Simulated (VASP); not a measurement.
The system is InSe.

```
In Se
1.0
     2.00000    1.15470    8.44000
    -2.00000    1.15470    8.44000
     0.00000   -2.30940    8.44000
In Se
2 2
Direct
  0.88860 0.88860 0.88860
  0.00000 0.00000 0.00000
  0.17190 0.17190 0.17190
  0.38350 0.38350 0.38350
```

Base run:

* Program: VASP 6.6.1
* Functional: TB-mBJ
* Potentials or basis: VASP PAW PBE potentials, release 64 (In_d, Se)
* Cutoff: 520 eV
* k mesh: 8 × 8 × 8
* Occupations: gaussian, width 0.02 eV
* Spin: no spin polarisation

Its results: band gap on the k mesh 1.34 eV, direct.

The run is repeated on the same cell with these changes: functional from TB-mBJ to PBEsol. What comes out?

Band gap on the k mesh 0.33 eV, direct.

Caveats: spin-orbit coupling is left out, which moves the levels of the heavy elements.
